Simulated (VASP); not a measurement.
# Fe: single point with BLYP

Fe:

```xyz
2
Lattice="1.7001 -1.7262 0.0000 1.7001 1.7262 0.0000 0.0000 0.0000 3.7097" Properties=species:S:1:pos:R:3 pbc="T T T"
Fe    1.7001    0.0000    1.8549
Fe    0.0000    0.0000    0.0000
```

This isn't the form of Fe at room conditions, which is bcc.

```json
{"Program": "VASP 6.6.1", "Task": "single point", "Functional": "BLYP", "Potentials or basis": "VASP PAW PBE potentials, release 64 (Fe)", "Cutoff": "520 eV", "k mesh": "2 × 2 × 2", "Occupations": "gaussian, width 0.1 eV", "Spin": "collinear spin, typed start", "Starting moments": "[-1.82, 1.82] μB", "Dipole correction": "no", "Further INCAR settings": "ALGO = Normal; EDIFF = 1e-07; NBANDS = 19"}
```

- Pressure: 1.2 GPa
- Band gap on the k mesh: none (metal or under the smearing width)
- Net moment: 0.00 μB per cell
- Site moments: Fe -1.00, +1.00 μB
- Valence electrons inside the program's atomic spheres: Fe 7.40

Stress tensor (GPa, compression positive):
```
 1.92  0.00  0.00
 0.00 -4.51  0.00
 0.00  0.00  6.04
```

Levels at points of the mesh, in eV from the Fermi level:
Spin up:
```tsv
k point	band 6	band 7	band 8	band 9	band 10	band 11
(0.00, 0.00, 0.00)	-1.86	-0.95	-0.86	0.67	0.70	0.76
(0.50, 0.00, 0.00)	-2.45	-1.93	-1.03	-0.62	0.08	2.15
(0.50, 0.50, 0.00)	0.43	0.43	0.46	0.48	1.01	3.13
(0.00, 0.00, 0.50)	-1.56	-1.28	-1.28	-0.81	-0.22	-0.18
(0.50, 0.00, 0.50)	-1.78	-0.28	0.02	0.22	0.37	0.50
(0.50, 0.50, 0.50)	-2.37	-1.01	-0.43	0.46	1.01	8.45
```
Spin down:
```
           k point  band 4  band 5  band 6  band 7  band 8  band 9  band 10  band 11  band 12  band 13
(0.00, 0.00, 0.00)   -2.57   -1.94   -1.86   -0.95   -0.86    0.67     0.70     0.76     1.53     9.33
(0.50, 0.00, 0.00)   -2.85   -2.71   -2.45   -1.93   -1.03   -0.62     0.08     2.15     2.53    11.66
(0.50, 0.50, 0.00)   -4.38    0.22    0.43    0.43    0.46    0.48     1.01     3.13     3.53    11.03
(0.00, 0.00, 0.50)   -3.35   -2.04   -1.56   -1.28   -1.28   -0.81    -0.22    -0.18     0.59    18.38
(0.50, 0.00, 0.50)   -2.29   -2.27   -1.78   -0.28    0.02    0.22     0.37     0.50     0.60     7.25
(0.50, 0.50, 0.50)   -3.19   -2.45   -2.37   -1.01   -0.43    0.46     1.01     8.45     8.46     8.79
```

Run time: 39 s on 1 thread of Intel(R) Xeon(R) Platinum 8259CL CPU @ 2.50GHz (Skylake/Cascade Lake) (shared host), peak memory 0.13 GiB.

Caveat: the k mesh is coarse (spacing up to 1.30 Å⁻¹), so the values aren't converged; the PAW data sets were made with another functional, which shifts forces and pressure a little.
